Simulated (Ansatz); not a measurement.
RuO$_{2}$:
Space group P4₂/mnm (No. 136); a = b = 4.4793 Å, c = 3.1074 Å, α = β = γ = 90.00°

```json
[
 {"atom": "Ru", "site": "2a", "symmetry": "m.mm", "x": "0.0000", "y": "0.0000", "z": "0.0000"},
 {"atom": "O", "site": "4f", "symmetry": "m.2m", "x": "0.3053", "y": "0.3053", "z": "0.0000"}
]
```

Relaxed with plane-wave PAW r²SCAN (Ansatz code). Indices refer to the conventional cell of P4_2/mnm, a = 4.4793 Å, b = 4.4793 Å, c = 3.1074 Å, α = 90.00°, β = 90.00°, γ = 90.00°.

Problem. Simulate the powder diffraction pattern (Cu Kα, λ = 1.54184 Å; lines above 1 %) up to 2θ = 90°.

Solution. Simulated powder pattern, Cu Kα, λ = 1.54184 Å (kinematic, ideal powder, no thermal factors, no anomalous dispersion; the 30 strongest lines at most, above 1 %, up to 2θ = 90°):

| 2θ (°) | d (Å) | I/Imax (%) | hkl |
|---|---|---|---|
| 28.17 | 3.167 | 100 | (110) |
| 35.15 | 2.553 | 81 | (101) |
| 40.27 | 2.240 | 20 | (200) |
| 40.68 | 2.218 | 5.0 | (111) |
| 45.27 | 2.003 | 1.6 | (210) |
| 54.50 | 1.684 | 63 | (211) |
| 58.26 | 1.584 | 15 | (220) |
| 59.50 | 1.554 | 8.3 | (002) |
| 65.95 | 1.416 | 13 | (310) |
| 67.10 | 1.395 | 15 | (112) |
| 69.90 | 1.346 | 19 | (301) |
| 74.30 | 1.277 | 7.1 | (202) |
| 83.87 | 1.154 | 11 | (321) |
| 87.01 | 1.120 | 3.9 | (400) |
| 88.07 | 1.109 | 9.1 | (222) |

Symmetry was held in the r²SCAN relaxation; of distortions, only those at the zone centre were tested. The run is not spin-polarised.

Potentials: the later of the program's two PAW sets.
